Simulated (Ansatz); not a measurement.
# Al5Cu3 polymorphs, one row open

Computed with DFT PBE, scalar-relativistic, plane waves, PAW in Ansatz 0.2.0. Settings: cutoff 420 eV, Γ-centred meshes spaced at most about 0.3 Å⁻¹, and about 0.25 Å⁻¹ or finer for metals (2π included), Gaussian smearing. No spin polarisation.

These are static total energies at zero pressure. Rows are sorted by volume; energies count from the lowest form computed. Coordination counts all near atoms (those within 1.25 times the shortest distance at each site; a plus sign parts nearer from farther groups; a slash parts the counts of unlike sites).

| row | form | source | atoms | coordination | V (Å³/atom) | gap on mesh (eV) | ΔE (meV/atom) |
| --- | --- | --- | --- | --- | --- | --- | --- |
| 1 | P4/mmm | invented | 8 | Al 12, Cu 12 | 14.3 | 0 | 69 |
| 2 | P4/mmm | invented | 8 | Al 12, Cu 12 | 14.4 | 0 | 109 |
| 3 | I4/mmm | invented | 8 | Al 12, Cu 12 | 14.4 | 0 | 121 |
| 4 | Pmmm | invented | 8 | Al 12, Cu 12 | 14.4 | 0 | ? |
| 5 | P4/mmm | invented | 8 | Al 12, Cu 12 | 14.4 | 0 | 102 |
| 6 | R-3m | invented | 8 | Al 4+6/5+6/6+6, Cu 8/8+3 | 15.4 | 0 | 0 |

The cell of row 4:

```
Al Cu
1.0
     3.75642    0.00000    0.00000
     0.00000    3.91550    0.00000
     0.00000    0.00000    7.84473
Al Cu
5 3
Direct
  0.00000 0.00000 0.50000
  0.00000 0.00000 0.00000
  0.50000 0.50000 0.00000
  0.00000 0.50000 0.74044
  0.00000 0.50000 0.25956
  0.50000 0.00000 0.74618
  0.50000 0.00000 0.25383
  0.50000 0.50000 0.50000
```

Question: How far above the lowest form does the open row lie?

Answer: 113 meV/atom, which puts it level, within the accuracy, with row 2 and below row 3. Counting all near atoms, row 4 has Al 12, Cu 12 and the lowest form (row 6) has Al 4+6/5+6/6+6, Cu 8/8+3.

An observed structure of this formula, if there is one, may be missing.

The k mesh leaves some 4 meV/atom of noise in the energy of each metallic cell. Cells relaxed within their symmetry can be saddle points. Some types were kept out of the candidates beforehand, so the set may lack a known form.

The loosest packing is the most stable here: the R-3m form lies lowest despite its larger volume, and all five twelve-coordinate cells lie at least 69 meV/atom above it. Its coordination counts suggest a CsCl-type arrangement with ordered vacancies on the Cu sublattice, a motif familiar from Al-rich alloys with late transition metals. Such an arrangement surrounds Cu with Al in its nearest shell, whereas an fcc ordering this rich in Cu cannot avoid Cu–Cu contacts, as the cell of row 4 shows. The preference therefore probably reflects favourable Al–Cu bonding, with the vacancies also keeping the electron count per CsCl-type subcell down, as Hume-Rothery arguments would have it.

Among the close-packed cells, volume and coordination are nearly constant, so the energy spread points to the pattern of Al and Cu order rather than to density. Compression should favour these denser forms over R-3m. The ranking does not establish that R-3m is stable against separation into neighbouring Al–Cu compounds.
